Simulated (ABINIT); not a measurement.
# NbP (I4_1md) in ABINIT: settings compared, part 2 of 2

ABINIT 10.8.3 (patched build). The steps go on from the part before.

## Step 4: Relaxation of cell and atoms, BLYP

Input file run.abi:

```
# Pseudopotentials
pp_dirpath "./"
pseudos "Nb.GGA_PBE-ansatz.xml, P.GGA_PBE-ansatz.xml"

# Structure
acell 3*1.0 Angstrom
rprim
    -1.6749232544     1.6749232544     5.7401081759
     1.6749232544    -1.6749232544     5.7401081759
     1.6749232544     1.6749232544    -5.7401081759
ntypat 2
znucl 41 15
natom 4
typat 1 1 2 2
chkprim 0
chksymtnons 0
tolsym 1.0e-6
xred
   0.2498808000   0.7498808000            1/2
   0.4998808000   0.4998808000            0.0
   0.8327477700   0.3327477700            1/2
   0.0827477700   0.0827477700            0.0

# Plane-wave basis
ecut 15.4
pawecutdg 30.8
pawxcdev 0
pawovlp -1
ecutsm 0.5

# k points
kptopt 1
ngkpt 8 8 8
nshiftk 1
shiftk 0.0 0.0 0.0

# Exchange and correlation
ixc -106131

# Bands and occupations
nband 22
occopt 3
tsmear 0.05 eV

# SCF cycle
nstep 80
tolvrs 1.0e-10

# Output
iomode 3
prteig 0
prtebands 0
prtwf 0
prtden 0

# Relaxation
ionmov 2
optcell 2
ntime 50
tolmxf 2.0e-5
dilatmx 1.08
```

Potentials or basis: Ansatz PAW PBE default generated set, frozen core.

On the command line:

```console
$ abinit run.abi > log 2>&1
```

run.abo:

```text
[... set-up lines left out ...]
 ETOT  1  -127.93067304701    -1.279E+02 7.283E-01 4.830E+01
 ETOT  2  -128.37389993327    -4.432E-01 1.479E-02 1.412E+01
 ETOT  3  -128.35765559643     1.624E-02 4.516E-03 1.334E+00
 ETOT  4  -128.35825413058    -5.985E-04 3.847E-03 1.766E-01
 ETOT  5  -128.35817121724     8.291E-05 9.541E-04 9.253E-03
 ETOT  6  -128.35816932189     1.895E-06 1.115E-03 1.103E-03
 ETOT  7  -128.35816874132     5.806E-07 3.708E-04 2.443E-05
 ETOT  8  -128.35816878703    -4.571E-08 3.949E-04 6.170E-06
 ETOT  9  -128.35816878186     5.171E-09 2.790E-04 1.505E-07
 ETOT 10  -128.35816878194    -8.109E-11 2.446E-04 5.850E-08
 ETOT 11  -128.35816878185     9.183E-11 1.446E-04 1.788E-09
 ETOT 12  -128.35816878185     5.684E-13 1.600E-04 2.521E-10
 ETOT 13  -128.35816878185     0.000E+00 9.565E-05 6.046E-13
[... 977 lines left out ...]
 Difference of energy with previous step (new-old):
           Absolute (Ha)=-2.23270E-07
           Relative     =-1.73939E-09

--- Iteration: (10/50) Internal Cycle: (1/1)
[... 324 lines left out ...]

== END DATASET(S) ==============================================================
================================================================================

 -outvars: echo values of variables after computation  --------
            acell      1.1957991999E+01  1.1957991999E+01  1.1957991999E+01 Bohr
           etotal     -1.2836064392E+02
            fcart     -7.2790468451E-22 -1.3631793949E-21  1.9887716303E-06
                      -1.2568475759E-21 -1.4686058127E-21  1.9887716303E-06
                       1.2568475759E-21  1.8921222864E-21 -1.9887716303E-06
                       7.2790468451E-22  9.3966292132E-22 -1.9887716303E-06
            rprim     -2.6783248806E-01  2.6783248806E-01  9.2548987929E-01
                       2.6783248806E-01 -2.6783248806E-01  9.2548987929E-01
                       2.6783248806E-01  2.6783248806E-01 -9.2548987929E-01
           strten     -3.4259174452E-08 -3.4259174447E-08 -5.4482796804E-08
                       0.0000000000E+00  0.0000000000E+00  0.0000000000E+00
           xangst      1.6948163575E+00 -6.5816619286E-16  2.9247670193E+00
                      -2.1192653672E-17  6.8292263688E-17  5.8529692651E+00
                       2.5842162682E-16  1.6948163575E+00  3.8994501294E+00
                       7.4613511245E-18  7.4782623125E-19  9.7124788354E-01
             xred      2.4970671198E-01  7.4970671198E-01  5.0000000000E-01
                       4.9970671198E-01  4.9970671198E-01  1.3895195727E-17
                       8.3292185802E-01  3.3292185802E-01  5.0000000000E-01
                       8.2921858021E-02  8.2921858021E-02  2.4218486326E-18
 Calculation completed.
```

It took 20 min on 1 thread of AMD EPYC 9R45 (Zen 5), shared host; peak memory 0.48 GiB.

What came out:

| Property | Result |
| --- | --- |
| Free energy | -3492.8711 eV |
| Relaxed volume | 16.82 Å³/atom |
| Relaxed cell | a = 6.328 Å, b = 6.328 Å, c = 6.328 Å, α = 148.93°, β = 148.93°, γ = 44.52° |
| Space group after relaxing (to 0.05 Å) | I4_1md (No. 109) |
| Energy gained by relaxing | 16.8 meV/atom |
| Ionic steps | 11 |
| Pressure after relaxing | 0.0 GPa |
| Band gap on the k mesh | none (metal or under the smearing width) |

Step by step:
```csv
step,energy change (eV),largest force (eV/Å),pressure (GPa),volume (Å³)
1,0.0000,0.0100,7.77,64.41
2,-0.0530,0.0005,3.31,65.96
3,-0.0664,0.0118,0.17,67.18
4,-0.0667,0.0147,-0.04,67.27
5,-0.0671,0.0190,-0.20,67.35
6,-0.0673,0.0178,-0.12,67.34
7,-0.0673,0.0131,-0.02,67.30
8,-0.0673,0.0083,0.02,67.28
9,-0.0674,0.0026,0.03,67.28
10,-0.0674,0.0002,0.01,67.28
11,-0.0674,0.0001,0.00,67.29
```

Final structure:
```yaml
crystal:
  lattice:
    - [-1.69482, 1.69482, 5.85640]
    - [1.69482, -1.69482, 5.85640]
    - [1.69482, 1.69482, -5.85640]
  atoms:
    - { symbol: Nb, position: [0.24971, 0.74971, 0.50000] }
    - { symbol: Nb, position: [0.49971, 0.49971, 0.00000] }
    - { symbol: P, position: [0.83292, 0.33292, 0.50000] }
    - { symbol: P, position: [0.08292, 0.08292, 0.00000] }
```

Caveat: the PAW data sets were made with another functional, which shifts forces and pressure a little; the atomic spheres overlap.

## Step 5: Single point, BLYP (cell relaxed)

Input file run.abi:

```
# Pseudopotentials
pp_dirpath "./"
pseudos "Nb.GGA_PBE-ansatz.xml, P.GGA_PBE-ansatz.xml"

# Structure
acell 6.3278968588 6.3278968588 6.3278968588 Angstrom
rprim
    -0.2678324881     0.2678324881     0.9254898793
     0.2678324881    -0.2678324881     0.9254898793
     0.2678324881     0.2678324881    -0.9254898793
ntypat 2
znucl 41 15
natom 4
typat 1 1 2 2
xred
     0.2497067100     0.7497067100     0.5000000000
     0.4997067100     0.4997067100     0.0000000000
     0.8329218600     0.3329218600     0.5000000000
     0.0829218600     0.0829218600     0.0000000000
chkprim 0
chksymtnons 0
tolsym 1.0e-6

# Plane-wave basis
ecut 15.4
pawecutdg 30.8
pawxcdev 0
pawovlp 30

# k points
kptopt 1
ngkpt 8 8 8
nshiftk 1
shiftk 0.0 0.0 0.0

# Exchange and correlation
ixc -106131

# Bands and occupations
nband 22
occopt 3
tsmear 0.00183747

# SCF cycle
nstep 100
tolvrs 1.0e-9

# Output
iomode 3
prtwf 0
prtden 0
prteig 0
prtebands 0
enunit 1
```

On the command line:

```console
$ abinit run.abi > log 2>&1
```

It took 2 min on 1 thread of AMD EPYC 9R45 (Zen 5), shared host; peak memory 0.42 GiB.

It converged, with:

| Property | Result |
| --- | --- |
| Free energy | -3492.8714 eV |
| Pressure | 0.0 GPa |
| Band gap on the k mesh | none (metal or under the smearing width) |

Levels at points of the mesh, in eV from the Fermi level:
```tsv
k point	band 15	band 16	band 17	band 18	band 19	band 20	band 21	band 22
(0.00, 0.00, 0.00)	-1.93	-1.61	-1.34	-1.34	0.79	1.45	2.43	2.92
(0.50, 0.00, 0.00)	-2.24	-1.79	-1.39	-0.20	0.08	1.20	2.24	2.42
(0.50, 0.50, 0.00)	-2.79	-2.79	-0.33	-0.33	2.71	2.71	2.80	2.80
(0.50, 0.50, 0.50)	-2.40	-2.40	-0.56	-0.56	1.10	1.10	2.07	2.07
```

Caveat: the PAW data sets were made with another functional, which shifts forces and pressure a little; the atomic spheres overlap.

## Step 6: Single point, PBE

Input file run.abi:

```
# Pseudopotentials
pp_dirpath "./"
pseudos "Nb.upf, P.upf"

# Structure
acell 11.7345111355 11.7345111355 11.7345111355
rprim
    -0.2697297053     0.2697297053     0.9243872414
     0.2697297053    -0.2697297053     0.9243872414
     0.2697297053     0.2697297053    -0.9243872414
ntypat 2
znucl 41 15
natom 4
typat 1 1 2 2
xred
     0.2498808000     0.7498808000     0.5000000000
     0.4998808000     0.4998808000     0.0000000000
     0.8327477700     0.3327477700     0.5000000000
     0.0827477700     0.0827477700     0.0000000000

# Plane-wave basis
ecut 1006.821291 eV

# k points
kptopt 1
ngkpt 8 8 8
nshiftk 1
shiftk 0.0 0.0 0.0

# Exchange and correlation
ixc 11

# Bands and occupations
nband 22
occopt 3
tsmear 0.05 eV

# SCF cycle
nstep 100
tolvrs 1.0e-10

# Output
iomode 3
prtwf 0
prteig 0
prtebands 0
prtden 1
prtvha 1
prtvclmb 1
prtpot 1
prtelf 1
```

Potentials or basis: PseudoDojo NC SR PBE v0.5 standard.

On the command line:

```console
$ mpirun --bind-to none -np 4 abinit run.abi > log 2>&1
```

Run time: 2.8 min. Hardware: 4 MPI ranks of Arm Neoverse V2, shared host; peak memory 0.76 GiB.

The run converged. Its results:

```
Free energy                                           : -3770.7702 eV
Pressure                                              : -1.3 GPa
Largest force                                         : 0.018 eV/Å
Band gap on the k mesh                                : none (metal or under the smearing width)
Valence electrons inside the program's atomic spheres : Nb 9.42; P 2.87
```

Forces on the atoms (eV/Å):
```
Nb   0.000  0.000  0.018
Nb   0.000  0.000  0.018
P    0.000  0.000 -0.018
P    0.000  0.000 -0.018
```

Levels at points of the mesh, in eV from the Fermi level:
| k point | band 15 | band 16 | band 17 | band 18 | band 19 | band 20 | band 21 | band 22 |
| --- | --- | --- | --- | --- | --- | --- | --- | --- |
| (0.00, 0.00, 0.00) | -2.12 | -1.71 | -1.35 | -1.35 | 0.83 | 1.60 | 2.65 | 3.15 |
| (0.50, 0.00, 0.00) | -2.30 | -1.87 | -1.50 | -0.12 | 0.08 | 1.31 | 2.44 | 2.63 |
| (0.50, 0.50, 0.00) | -2.84 | -2.84 | -0.43 | -0.43 | 2.96 | 2.96 | 3.05 | 3.05 |
| (0.50, 0.50, 0.50) | -2.65 | -2.65 | -0.52 | -0.52 | 1.19 | 1.19 | 2.30 | 2.30 |

## Step 7: Summary

```tsv
task	level	potentials or basis	cell	cutoff (eV)	fine-grid cutoff	cell freedom (optcell)	optimiser (ionmov)	cutoff smearing ecutsm (Ha)	force stop (Ha/bohr)	gap on the mesh (eV)	pressure (GPa)	largest force (eV/Å)
single point	PBEsol	Ansatz PAW PBE default generated set, frozen core	as given	210	419.055 eV	-	-	-	-	none	-	0.03
relaxation of cell and atoms	BLYP	Ansatz PAW PBE default generated set, frozen core	relaxed	419	838.111 eV	2	2	0.5	2e-05	none	0.0	-
single point	BLYP	Ansatz PAW PBE default generated set, frozen core	cell relaxed	419	838.111 eV	-	-	-	-	none	0.0	-
single point	PBE	PseudoDojo NC SR PBE v0.5 standard	as given	1007	-	-	-	-	-	none	-1.3	0.02
```

Alike in all rows: no spin polarisation; k mesh 8 × 8 × 8; smearing fermi-dirac 0.05 eV.

Caveats: the PAW data sets were made with another functional, which shifts forces and pressure a little (some runs); the atomic spheres overlap (some runs).

Total energies depend on the potentials used, so only differences within one code and one set of settings carry meaning.
